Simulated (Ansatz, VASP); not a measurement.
## Pd in VASP and in Ansatz

Contents of INCAR:

```
PREC = Accurate
ENCUT = 520
EDIFF = 1E-6
ISMEAR = -1
SIGMA = 0.1
LREAL = F
LASPH = T
NELM = 100
ALGO = Normal
ISIF = 2
LWAVE = F
LCHARG = T
GGA = B5
ALDAX = 1.0
AGGAX = 1.0
AGGAC = 1.0
ALDAC = 0.0
LELF = T
LVHAR = T
NBANDS = 11
```

KPOINTS

```
Automatic mesh
0
Gamma
  15 15 15
```

POSCAR

```
Pd
1.0
   -1.6038113644      1.6038113644      1.6038113644
    1.6038113644     -1.6038113644      1.6038113644
    1.6038113644      1.6038113644     -1.6038113644
Pd
1
Direct
    0.0000000000      0.0000000000      0.0000000000
```

Input for Ansatz:

```yaml
crystal:
  lattice:
    - [-1.6038113644, 1.6038113644, 1.6038113644]
    - [1.6038113644, -1.6038113644, 1.6038113644]
    - [1.6038113644, 1.6038113644, -1.6038113644]
  atoms:
    - { symbol: Pd, position: [0.0, 0.0, 0.0] }
hamiltonian:
  xc: blyp
  pseudopotentials:
    kind: paw
    azcp:
      Pd: "pseudopotentials/Pd.paw.azcp"
basis:
  ecutwfc: 420
  fft_grid_basis: typed
kpoints:
  mp_grid: { grid: [15, 15, 15], shift: [0, 0, 0] }
magnetization:
  spin_polarized: false
scf:
  occupations: { method: fermi_dirac, width: 0.1 }
  lower_state_search: "off"
output:
  stress: true
```

Alike in both runs: task single point; functional BLYP; k mesh 15 × 15 × 15; occupations fermi-dirac, width 0.1 eV; no spin polarisation.

|  | VASP | Ansatz |
| --- | --- | --- |
| version | VASP 6.6.1 | Ansatz 0.2.0 |
| potentials or method | VASP PAW PBE potentials, release 64 (Pd) | plane waves (420 eV) with PAW, scalar-relativistic |
| plane-wave cutoff (eV) | 520 | 420 |
| valence electrons in the cell | 10 | 18 |

VASP gave:

* pressure (GPa): 0.2

**Question.** Which values does Ansatz return?

**Answer.** Pressure (GPa): -0.1.

The two sets of potentials don't hold the same shells in valence.

Caveats: the PAW data sets were made with another functional, which shifts forces and pressure a little (VASP).
